Two methods that each mix in a quarter of exact exchange might be expected to give much the same band gap. In lead sulphide they don't: PBE0 gives 1.382 eV and HSE06 only 0.806 eV. The band gap is the energy step from the highest filled state to the lowest empty one. A short rule reproduces the PBE0 kind of result by hand, and the way it fails for HSE06 shows what the exchange is doing. The relaxed crystal is cubic rocksalt within numerical noise.

Band gaps of rocksalt PbS (two-atom cell, edges 4.201 Å, angles 60°) at several levels of theory, computed with Ansatz 0.2.0 using plane waves and PAW. All rows use the geometry relaxed with r2SCAN+rVV10, with k meshes from 4×4×4 to 8×8×8 depending on the level. G0W0 is the PBE gap plus a shift at finite bands and screening cutoff.

```
level of theory  band gap (eV)  least direct gap (eV)
            PBE          0.375                  0.375
         r2SCAN          0.630                  0.630
          HSE06          0.806                  0.806
        PBE+SOC          0.071                  0.071
           PBE0          1.382                  1.382
            LDA          0.248                  0.248
       DDH-PBE0          0.600                  0.600
      HSE06+SOC          0.322                  0.322
        LC-wPBE          4.681                  4.681
        r2SCANh          0.997                  0.997
 G0W0/PBE 220eV          0.612                    n/a
```

**Why exact exchange opens the gap**

The hydrogen atom is the simplest guide. Its single electron has nothing to repel it, yet a semilocal method such as PBE lets the electron's charge cloud repel itself and removes only part of that error. Exact exchange removes all of it, and the filled level sinks by several eV. In PbS the electrons are shared by the whole crystal, so hydrogen gives the direction of the effect but not its size.

In the crystal, semilocal exchange treats filled and empty states much alike, whereas exact exchange favours the filled ones. Replacing some of the first by the second should therefore push the two edges of the gap apart. The calculation shows this: from PBE to PBE0 the filled edge sinks by about 0.57 eV and the empty edge rises by about 0.44 eV. If the electron waves themselves hardly change, the opening is proportional to the fraction replaced.

**The rule**

E = E₀ + K·a

Here E is the gap wanted and E₀ is the gap of the parent, the semilocal method on which the hybrid is built. The fraction of exact exchange acting at every distance is a, and K is the opening for full replacement. One pair of rows, PBE and PBE0 with a = 0.25, fixes K:

K = (1.382 − 0.375) eV / 0.25 ≈ 4.0 eV

Each percent of exact exchange thus adds about 0.04 eV. The two rows use different k meshes, and long-range exchange converges slowly with the mesh, so K belongs to these settings. It also belongs to PbS: another crystal needs its own pair of calculations to fix K.

**First row: r2SCANh**

This hybrid is built on r2SCAN and contains 10 % exact exchange. It played no part in fixing K, so it is a real test.

E ≈ 0.630 eV + 4.0 eV × 0.10 ≈ 1.03 eV

The calculation gives 0.997 eV. The rule overstates the rise above the parent by about a tenth, which is a small error in the gap because the parent supplies most of it.

**Second row: DDH-PBE0**

This hybrid takes its fraction from the crystal. Electrons in a solid shift to weaken the force between two distant charges, by a factor ε, the dielectric constant. Exchange between distant electrons should be weakened likewise, which suggests a = 1/ε. For PbS I use a rough recalled value of 17.

E ≈ 0.375 eV + 4.0 eV / 17 ≈ 0.61 eV

The calculated gap is 0.600 eV. Values of ε from 15 to 20 would move the estimate from 0.64 to 0.58 eV, so the agreement supports the small fraction but not its exact value. The same reasoning tells what to expect elsewhere: the more strongly a crystal screens, the less exact exchange such a hybrid takes up.

**Where the range of the exchange matters**

HSE06 also contains a quarter of exact exchange, but only between electrons close to each other. Entered with a = 0.25, it is overestimated by 0.58 eV. That miss is the contribution of the long-range part, and it makes up more than half of the whole rise from PBE to PBE0. In its effect on this gap, HSE06 behaves like a hybrid with about 11 % exchange at all distances.

It may seem odd that the distant part counts for so much. Theory offers a reason. The long-range repulsion varies smoothly, so its exchange acts mainly between states whose waves are alike, and it lowers the filled states much more than the empty ones. Semilocal exchange lowers both by similar amounts, so replacing it moves the edges apart. The calculated levels fit this: from HSE06 to PBE0 the filled edge sinks by 0.29 eV and the empty edge rises by as much. The strength of the long-range part depends mainly on the distance at which HSE06 cuts the exchange off, so a difference of roughly this size is expected in many other semiconductors too. The fraction printed in a method's description is therefore not enough for an estimate; one must also know over what distance it acts.

LC-wPBE is the opposite case, with full exact exchange at long range and none at the shortest distances. With a = 1 the rule gives 4.4 eV, about 6 % below the calculated 4.681 eV. This stretches a slope measured up to a quarter out to four times that fraction, for a hybrid of another construction, so the closeness is no support for the rule. The huge gap itself has a plain cause: distant exchange enters at full strength, although PbS screens it strongly.

**Lead needs a second constant**

Lead is heavy, and the lowest empty states of PbS come largely from its 6p orbitals. Spin-orbit coupling, the link between an electron's spin and its motion, mixes these states with one another and pushes the lowest one down. Only the rows marked SOC include this coupling; in HSE06 it narrows the gap by 0.484 eV. About half an eV should therefore be subtracted when an estimate is to include the coupling.

For PBE this subtraction exceeds the gap and gives −0.11 eV. A negative value would mean that the filled and empty edges have changed places. The calculated gap of 0.071 eV is a size without a sign, so the exchange of places is a guess. It would make the narrowing in PBE 0.45 eV, close to that in HSE06; without it the narrowing is 0.30 eV. The printed output also gives the estimate for this row as a size without a sign, so the small miss listed there counts only if the edges have changed places.

**How far to trust the estimate**

For r2SCANh and DDH-PBE0 the rule comes within 0.04 eV of the calculated gap, and the printed output after this text compares it with each row. G0W0, a method that computes the screening explicitly, also agrees when 1/ε is entered. That match may be partly chance, since G0W0 weakens near and distant exchange by different amounts and no single fraction describes it. The G0W0 gap is also computed with finite bands, screening cutoff and k mesh, and it falls short of the basis limit by an amount that no run here measures for PbS. In the data makers' tests on other systems the median shortfall was 6 to 9 %. If that held here, the gap would be roughly 0.04 to 0.06 eV too low, far more than the tiny miss printed for this row, so the closeness of that match means little.

The larger uncertainty lies in the parent. From LDA to r2SCAN the semilocal gaps differ by 0.38 eV, as much as nearly 10 % of exact exchange would add. The rule carries a known parent gap over to its hybrid, but it can't say which parent is right. A good estimate here means agreement with a chosen method, which may still be far from the measured gap.

Output of the analysis:

```
Rule against calculation in eV:
             row  parent gap  exchange fraction  estimate  calculated  estimate less calculated
             PBE       0.375                  0     0.375       0.375                         0
          r2SCAN        0.63                  0      0.63        0.63                         0
           HSE06       0.375               0.25     1.382       0.806                     0.576
         PBE+SOC       0.375                  0     0.109       0.071                     0.038
            PBE0       0.375               0.25     1.382       1.382                         0
             LDA       0.248                  0     0.248       0.248                         0
        DDH-PBE0       0.375            0.05882    0.6119         0.6                   0.01194
       HSE06+SOC       0.375               0.25     0.898       0.322                     0.576
         LC-wPBE       0.375                  1     4.403       4.681                    -0.278
         r2SCANh        0.63                0.1     1.033       0.997                    0.0358
  G0W0/PBE 220eV       0.375            0.05882    0.6119       0.612                -5.882e-05
Rise of the gap from PBE to PBE0 in eV: 1.007
Slope K in eV for full exact exchange: 4.028
Exchange term of the rule for r2SCANh in eV: 0.4028
Calculated rise from r2SCAN to r2SCANh in eV: 0.367
Exchange term of the rule for DDH-PBE0 in eV: 0.2369
DDH-PBE0 estimate with dielectric constant 15 in eV: 0.6435
DDH-PBE0 estimate with dielectric constant 20 in eV: 0.5764
Miss of the rule for LC-wPBE in percent of the calculated gap: -5.939
Rise of the gap from PBE to HSE06 in eV: 0.431
Full-range exchange that would give the HSE06 rise in percent: 10.7
PBE0 gap less HSE06 gap in eV: 0.576
Long-range share of the PBE0 rise in percent: 57.2
Rough ceiling for the long-range part at fixed orbitals in eV: 0.8444
Spread of the semilocal parent gaps in eV: 0.382
Lowering by spin-orbit coupling in HSE06 in eV: 0.484
Lowering in PBE if the gap keeps its sign in eV: 0.304
Lowering in PBE if the gap is inverted in eV: 0.446
PBE gap less the HSE06 spin-orbit lowering in eV: -0.109
G0W0 basis shortfall at 6 percent in eV: 0.03672
G0W0 basis shortfall at 9 percent in eV: 0.05508
```
